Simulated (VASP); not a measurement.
# AlN (Fm-3m) in VASP: single point with PBEsol

Aim: the single point of AlN with PBEsol.

All numbers are computed with VASP 6.6.1; they aren't measurements. Logs are shortened: lines on timing, memory, paths and dates and some standing lists are left out, and cuts for length are marked.

### Step 1. The structure

Symmetry: Fm-3m, No. 225, cubic system. The conventional cell has a = 4.045 Å, b = 4.045 Å, c = 4.045 Å, α = 90.00°, β = 90.00°, γ = 90.00°. Al (site symmetry m-3m) has 6 N at 2.02 Å as nearest neighbours. N (site symmetry m-3m) has 6 Al at 2.02 Å as nearest neighbours.

Measurements of this composition are mostly on another form, of space group No. 186.

### Step 2. Single point, PBEsol

Input file INCAR:

```
SYSTEM = AlN
PREC = Accurate
ENCUT = 520
EDIFF = 1E-6
ISMEAR = 0
SIGMA = 0.02
LREAL = .False.
LASPH = .True.
NELM = 100
ALGO = Normal
ISIF = 2
LWAVE = .False.
LCHARG = .False.
GGA = PS
NBANDS = 11
```

Input file KPOINTS:

```
regular mesh
0
Gamma
  10 10 10
  0 0 0
```

Input file POSCAR:

```
AlN
1.0
    0.0000000000      2.0226210085      2.0226210085
    2.0226210085      0.0000000000      2.0226210085
    2.0226210085      2.0226210085      0.0000000000
Al N
1 1
Direct
    0.5000000000      0.5000000000      0.5000000000
    0.0000000000      0.0000000000      0.0000000000
```

Potentials or basis: VASP PAW PBE potentials, release 64 (Al, N).

Started as:

```sh
$ cat potpaw_PBE.64/Al/POTCAR potpaw_PBE.64/N/POTCAR > POTCAR
$ mpirun -np 1 vasp_std > vasp.out
```

OUTCAR:

```text
SYSTEM = AlN
   PREC = Accurate
   ENCUT = 520
   EDIFF = 1E-6
   ISMEAR = 0
   LREAL = .False.
   LASPH = .True.
   NELM = 100
   ISIF = 2
   GGA = PS

 ion  position               nearest neighbor table
   1  0.500  0.500  0.500-   2 2.02   2 2.02   2 2.02   2 2.02   2 2.02   2 2.02
   2  0.000  0.000  0.000-   1 2.02   1 2.02   1 2.02   1 2.02   1 2.02   1 2.02

  LATTYP: Found a face centered cubic cell.
 ALAT       =     4.0452420170

  Lattice vectors:

 A1 = (   0.0000000000,   2.0226210085,   2.0226210085)
 A2 = (   2.0226210085,   0.0000000000,   2.0226210085)
 A3 = (   2.0226210085,   2.0226210085,   0.0000000000)

Analysis of symmetry for initial positions (statically):
=====================================================================
 Subroutine PRICEL returns:
 Original cell was already a primitive cell.

 Routine SETGRP: Setting up the symmetry group for a
 face centered cubic supercell.

 Subroutine GETGRP returns: Found 48 space group operations
 (whereof 48 operations were pure point group operations)
 out of a pool of 48 trial point group operations.

The static configuration has the point symmetry O_h .

Analysis of symmetry for dynamics (positions and initial velocities):
=====================================================================
 Subroutine PRICEL returns:
 Original cell was already a primitive cell.

 Routine SETGRP: Setting up the symmetry group for a
 face centered cubic supercell.

 Subroutine GETGRP returns: Found 48 space group operations
 (whereof 48 operations were pure point group operations)
 out of a pool of 48 trial point group operations.

The dynamic configuration has the point symmetry O_h .

 Subroutine INISYM returns: Found 48 space group operations
 (whereof 48 operations are pure point group operations),
 and found     1 'primitive' translations

----------------------------------------------------------------------------------------

                                     Primitive cell

  volume of cell :      16.5491

  direct lattice vectors                    reciprocal lattice vectors
     0.000000000  2.022621008  2.022621008    -0.247203998  0.247203998  0.247203998
     2.022621008  0.000000000  2.022621008     0.247203998 -0.247203998  0.247203998
     2.022621008  2.022621008  0.000000000     0.247203998  0.247203998 -0.247203998

  length of vectors
     2.860418062  2.860418062  2.860418062     0.428169885  0.428169885  0.428169885

  position of ions in fractional coordinates (direct lattice)
     0.500000000  0.500000000  0.500000000
     0.000000000  0.000000000  0.000000000

  ion indices of the primitive-cell ions
   primitive index   ion index
[... 87 lines left out ...]
   EMIN   =  10.00;   EMAX   =-10.00  energy-range for DOS
   EFERMI =   0.00;   METHOD = LEGACY
   ISMEAR =     0;   SIGMA  =   0.02  broadening in eV -4-tet -1-fermi 0-gaus
   EFERMI_NEDOS =   21; number of points for ismear=-14 and -15
   IALGO  =     38    algorithm
   IMIX   =      4    mixing-type and parameters
     AMIX     =   0.40;   BMIX     =  1.00
     AMIX_MAG =   1.60;   BMIX_MAG =  1.00
  volume/ion in A,a.u.               =       8.27        55.84
  Fermi-wavevector in a.u.,A,eV,Ry     =   1.284834  2.427984 22.460472  1.650798
  Thomas-Fermi vector in A             =   2.417004
   LORBIT       =      0    0 simple, 1 ext, 2 COOP (PROOUT), +10 PAW based schemes
   GGA     = PS    functional components
   LHFCALC =     F    Hartree Fock is set to
   AEXX    =    0.0000 exact exchange contribution
   IVDW    =     0    specifies the selected vdW correction
   LEPSILON=     F    determine dielectric tensor
   LRPA    =     F    only Hartree local field effects (RPA)
 non-spin polarized calculation
 Gauss-broadening in eV      SIGMA  =   0.02
  energy-cutoff  :      520.00
  volume of cell :       16.55
 maximum number of plane-waves:       459
 NGX is ok and might be reduce to    24
   NGX = 11   NGY = 11   NGZ = 11

 number of electron       7.9999999 magnetization

 Free energy of the ion-electron system (eV)
  ---------------------------------------------------
  ext. energy  EPLUGINS =         0.00000000
  ---------------------------------------------------
  free energy    TOTEN  =       -15.44890370 eV

  energy without entropy =      -15.44890370  energy(sigma->0) =      -15.44890370

 E-fermi :  10.0604     XC(G=0): -12.4456

 val. band max:        9.8676476314   @ k =   0.0000   0.0000   0.0000
 cond. band min:      14.4087309237   @ k =   0.5000   0.5000   0.0000
 fundamental gap:      4.5410832924
 Fermi energy:        10.0604401789

 k-point     1 :       0.0000    0.0000    0.0000
  band No.  band energies     occupation
      1      -7.6693      2.00000
      2       9.8676      2.00000
      3       9.8676      2.00000
      4       9.8676      2.00000
      5      15.5165      0.00000
      6      21.8890      0.00000
      7      21.8890      0.00000
      8      21.8890      0.00000
      9      26.9641      0.00000
     10      27.5450      0.00000
     11      27.5450      0.00000
[... 309 lines left out ...]
 k-point    24 :       0.4000    0.3000    0.0000
  band No.  band energies     occupation
      1      -4.6317      2.00000
      2       3.9906      2.00000
      3       7.0442      2.00000
      4       7.5690      2.00000
      5      15.9195      0.00000
      6      16.6679      0.00000
      7      21.9884      0.00000
      8      25.3662      0.00000
      9      26.1253      0.00000
     10      31.5799      0.00000
     11      34.4930      0.00000

 [... further k-points ...]

------------------------ aborting loop because EDIFF is reached ----------------------------------------

  FORCE on cell =-STRESS in cart. coord.  units (eV):
  Direction    XX          YY          ZZ          XY          YZ          ZX
  --------------------------------------------------------------------------------------
  -------------------------------------------------------------------------------------
  Total       -0.0097178     -0.0097178     -0.0097178      0.0000000      0.0000000     -0.0000000
  in kB       -0.9408166     -0.9408166     -0.9408166      0.0000000      0.0000000     -0.0000000
  external PRESSURE =      -0.9408166 kB  Pullay stress =       0.0000000 kB

 VOLUME and BASIS-vectors are now :
 -----------------------------------------------------------------------------
  energy-cutoff  :      520.00
  volume of cell :       16.55
      direct lattice vectors                 reciprocal lattice vectors
     0.000000000  2.022621008  2.022621008    -0.247203998  0.247203998  0.247203998
     2.022621008  0.000000000  2.022621008     0.247203998 -0.247203998  0.247203998
     2.022621008  2.022621008  0.000000000     0.247203998  0.247203998 -0.247203998

 POSITION                                       TOTAL-FORCE (eV/Angst)
 -----------------------------------------------------------------------------------
      2.02262      2.02262      2.02262        -0.000000      0.000000     -0.000000
      0.00000      0.00000      0.00000         0.000000     -0.000000      0.000000
 -----------------------------------------------------------------------------------
    total drift:                                0.000000     -0.000000     -0.000000

  FREE ENERGIE OF THE ION-ELECTRON SYSTEM (eV)
  ---------------------------------------------------
  free  energy   TOTEN  =       -15.4489036971 eV

  energy  without entropy=      -15.4489036971  energy(sigma->0) =      -15.44890370
```

OSZICAR:

```text
N       E                     dE             d eps       ncg     rms          rms(c)
DAV:   1     0.525991442611E+01    0.52599E+01   -0.41017E+03  1058   0.677E+02
DAV:   2    -0.163939357066E+02   -0.21654E+02   -0.20744E+02  1288   0.124E+02
DAV:   3    -0.170602403297E+02   -0.66630E+00   -0.66497E+00  1251   0.185E+01
DAV:   4    -0.170624151292E+02   -0.21748E-02   -0.21747E-02  1166   0.116E+00
DAV:   5    -0.170624306057E+02   -0.15476E-04   -0.15476E-04  1228   0.101E-01    0.728E+00
DAV:   6    -0.154889074900E+02    0.15735E+01   -0.67283E+00  1124   0.136E+01    0.272E+00
DAV:   7    -0.154625231592E+02    0.26384E-01   -0.16349E-01  1151   0.289E+00    0.175E+00
DAV:   8    -0.154492230222E+02    0.13300E-01   -0.14032E-02  1073   0.105E+00    0.348E-01
DAV:   9    -0.154488847199E+02    0.33830E-03   -0.14690E-03  1193   0.229E-01    0.156E-01
DAV:  10    -0.154489072983E+02   -0.22578E-04   -0.72720E-05  1142   0.624E-02    0.374E-02
DAV:  11    -0.154489039329E+02    0.33655E-05   -0.85614E-06  1127   0.172E-02    0.625E-03
DAV:  12    -0.154489036971E+02    0.23579E-06   -0.27107E-07   589   0.453E-03
   1 F= -.15448904E+02 E0= -.15448904E+02  d E =-.149183E-44
```

It took 4.1 s on 1 thread of Intel Xeon 6975P-C (Granite Rapids), shared host; peak memory 0.13 GiB.

Results:

* Free energy: -15.4489 eV
* Pressure: -0.1 GPa
* Band gap on the k mesh: 4.54 eV, indirect (least direct gap 5.65 eV)

Levels at points of the mesh, in eV from the valence-band top:
```
           k point  band 1  band 2  band 3  band 4  band 5  band 6  band 7  band 8
(0.00, 0.00, 0.00)  -17.54    0.00    0.00    0.00    5.65   12.02   12.02   12.02
(0.50, 0.00, 0.00)  -14.24   -8.36   -1.09   -1.09    6.03   10.89   10.89   13.24
(0.50, 0.50, 0.00)  -13.24   -7.44   -2.82   -2.82    4.54    5.14   13.95   17.14
```

Caveat: the PAW data sets were made with another functional, which shifts forces and pressure a little.
